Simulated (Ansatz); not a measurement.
**P: a one-atom displacement scan**

This session takes P and sets out to map the energy as atom 1 (P) is pushed off its site.

Method: DFT r2SCAN, scalar-relativistic, plane waves, PAW, in Ansatz 0.2.0.

### Step 1. The starting structure

Symmetry: Pmna, No. 53, orthorhombic system. The conventional cell has a = 3.284 Å, b = 34.857 Å, c = 4.632 Å, α = 90.00°, β = 90.00°, γ = 90.00°. P (site symmetry m) is surrounded by 3 P at 2.20 to 2.24 Å.

As a file:

```cif
data_structure
_symmetry_space_group_name_H-M 'P 1'
_symmetry_Int_Tables_number 1
_cell_length_a 3.2837
_cell_length_b 34.8570
_cell_length_c 4.6321
_cell_angle_alpha 90.000
_cell_angle_beta 90.000
_cell_angle_gamma 90.000
_cell_volume 530.19
loop_
_atom_site_label
_atom_site_type_symbol
_atom_site_fract_x
_atom_site_fract_y
_atom_site_fract_z
_atom_site_occupancy
P1 P 0.00000 0.97026 0.59215 1
P2 P 0.00000 0.02974 0.40785 1
P3 P 0.50000 0.02974 0.09215 1
P4 P 0.50000 0.97026 0.90785 1
```

It goes back to an entry of the Materials Project, which need not be the stable form.

The cell is taken as given, not relaxed at this level.

### Step 2. Zero of energy

The reference gives a free energy of -3036.5176 eV, pressure 0.10 GPa, largest force 0.104 eV/Å and gap on the mesh 1.10 eV. It was computed beforehand with the settings of the runs below.

### Step 3. Setting up a one-atom displacement scan

Atom 1 (P) is moved by x along the Cartesian unit vector (-0.747, 0.000, 0.665); the cell and all other atoms stay fixed. Forces below are components along that vector, summed over the moved atoms. In a periodic cell its images move with it.

### Step 4. Point x = -0.300 Å

input.yaml reads:

```yaml
crystal:
  lattice:
    - [3.28372772, 0.0, 0.0]
    - [0.0, 34.85703099, 0.0]
    - [0.0, 0.0, 4.63208471]
  atoms:
    - { symbol: P, position: [0.0682229727, 0.97026143, 0.5490749315] }
    - { symbol: P, position: [0.0, 0.02973857, 0.40784928] }
    - { symbol: P, position: [0.5, 0.02973857, 0.09215072] }
    - { symbol: P, position: [0.5, 0.97026143, 0.90784928] }
basis:
  ecutwfc: 500
kpoints:
  mp_grid: { grid: [8, 1, 6] }
hamiltonian:
  xc: r2scan
scf:
  occupations: { method: gaussian, width: 0.05 }
output:
  forces: true
  stress: true
  eigenvalues: true
```

On the command line:

```
$ ansatz run input.yaml --threads 2 --pin off --max-ram 5120MiB --backend cpu --events-out ev --progress --plain --runs-dir out
```

### Step 5. x = 0.225 Å

input.yaml, as its differences from that of step 4:

```diff
@@ -6,3 +6,3 @@
   atoms:
-    - { symbol: P, position: [0.0682229727, 0.97026143, 0.5490749315] }
+    - { symbol: P, position: [-0.0511672295, 0.97026143, 0.6244575614] }
     - { symbol: P, position: [0.0, 0.02973857, 0.40784928] }
@@ -22 +22,5 @@
   eigenvalues: true
+  write_density: true
+  write_potential: true
+  elf: true
+  volumetric_format: npy
```

### Step 6. At x = -0.150 Å

input.yaml, as its differences from that of step 5:

```diff
@@ -6,3 +6,3 @@
   atoms:
-    - { symbol: P, position: [-0.0511672295, 0.97026143, 0.6244575614] }
+    - { symbol: P, position: [0.0341114863, 0.97026143, 0.5706128258] }
     - { symbol: P, position: [0.0, 0.02973857, 0.40784928] }
```

### Step 7. Point x = 0.075 Å

input.yaml, as its differences from that of step 6:

```diff
@@ -6,3 +6,3 @@
   atoms:
-    - { symbol: P, position: [0.0341114863, 0.97026143, 0.5706128258] }
+    - { symbol: P, position: [-0.0170557432, 0.97026143, 0.6029196671] }
     - { symbol: P, position: [0.0, 0.02973857, 0.40784928] }
@@ -22,5 +22 @@
   eigenvalues: true
-  write_density: true
-  write_potential: true
-  elf: true
-  volumetric_format: npy
```

### Step 8. x = 0.300 Å

input.yaml, as its differences from that of step 7:

```diff
@@ -6,3 +6,3 @@
   atoms:
-    - { symbol: P, position: [-0.0170557432, 0.97026143, 0.6029196671] }
+    - { symbol: P, position: [-0.0682229727, 0.97026143, 0.6352265085] }
     - { symbol: P, position: [0.0, 0.02973857, 0.40784928] }
```

### Step 9. At x = -0.225 Å

input.yaml, as its differences from that of step 8:

```diff
@@ -6,3 +6,3 @@
   atoms:
-    - { symbol: P, position: [-0.0682229727, 0.97026143, 0.6352265085] }
+    - { symbol: P, position: [0.0511672295, 0.97026143, 0.5598438786] }
     - { symbol: P, position: [0.0, 0.02973857, 0.40784928] }
```

### Step 10. Point x = 0.150 Å

input.yaml, as its differences from that of step 9:

```diff
@@ -6,3 +6,3 @@
   atoms:
-    - { symbol: P, position: [0.0511672295, 0.97026143, 0.5598438786] }
+    - { symbol: P, position: [-0.0341114863, 0.97026143, 0.6136886142] }
     - { symbol: P, position: [0.0, 0.02973857, 0.40784928] }
```

### Step 11. Point x = -0.075 Å

input.yaml, as its differences from that of step 10:

```diff
@@ -6,3 +6,3 @@
   atoms:
-    - { symbol: P, position: [-0.0341114863, 0.97026143, 0.6136886142] }
+    - { symbol: P, position: [0.0170557432, 0.97026143, 0.5813817729] }
     - { symbol: P, position: [0.0, 0.02973857, 0.40784928] }
```

### Step 12. Point x = 0.263 Å

input.yaml, as its differences from that of step 11:

```diff
@@ -6,3 +6,3 @@
   atoms:
-    - { symbol: P, position: [0.0170557432, 0.97026143, 0.5813817729] }
+    - { symbol: P, position: [-0.0596951011, 0.97026143, 0.6298420349] }
     - { symbol: P, position: [0.0, 0.02973857, 0.40784928] }
```

(Steps that only read results are left out.)

**Question.** What will these runs give?

The runs gave:

| quantity | value |
| --- | --- |
| force constant along x, over ±0.075 Å | 13.44 eV/Å² |

What this shows: Near the site the force constant is 13.44 eV/Å²; for the mass of P against a rigid frame that is a vibration of about 344 cm⁻¹. No sampled point lies below the undisturbed cell. The well is lopsided: x = 0.300 Å costs 875 meV against 418 meV on the other side, and the dearer side brings atoms closer together. The gap on the mesh stays between 0.60 and 1.28 eV. The cell holds empty space of several Å, a single layer or slab in vacuum, so volume, pressure and the long edge depend on that space.
